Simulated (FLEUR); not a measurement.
**Gd under changes of volume**

One of the cells (33.103 Å³/atom); the others are scaled copies at fixed shape and fractional positions:

```xyz
2
Lattice="3.6360 0.0000 0.0000 -1.8180 3.1489 0.0000 0.0000 0.0000 5.7826" Properties=species:S:1:pos:R:3 pbc="T T T"
Gd    1.8180    1.0496    4.3369
Gd    0.0000    2.0992    1.4457
```

```yaml
Program: FLEUR MaX-R8.1 (later development tree)
Functional: r2SCAN
Potentials_or_basis: all-electron
Basis: FLAPW
Kmax: 4.1 1/bohr
k_mesh: 8 × 8 × 5
Occupations: fermi-dirac, width 0.05 eV
Spin: collinear spin, ferromagnetic start
Starting_moments: "[7.0, 7.0] μB"
```

| volume (Å³/atom) | energy over the lowest point (meV/atom) | moment (μB per cell) |
| --- | --- | --- |
| 31.117 | 23.58 | 15.80 |
| 31.779 | 12.02 | 15.81 |
| 33.103 | 0.00 | 15.83 |
| 34.427 | ? | ? |
| 35.090 | 5.72 | 15.85 |

Problem. What does the run at 34.427 Å³/atom give?

Solution. Energy over the lowest point 0.90 meV/atom; moment 15.85 μB per cell.

Worked out: A Birch-Murnaghan fit of order 2 (a polynomial in V^(-2/3)) to the other rows has its minimum at 33.64 Å³/atom with B0 = V·E''(V) = 37 GPa at fixed shape and positions, which overstates the stiffness. It gives 1.07 meV/atom at 34.427 Å³/atom, against the run's 0.90. A straight line through the other rows of the moment, of slope 0.0126 μB per Å³/atom, gives 15.84 μB, against the run's 15.85.

Energies are extrapolated to zero smearing.

Caveats: the meta-GGA is that of a development version, with a GGA for the radial functions and cores and without core tails.
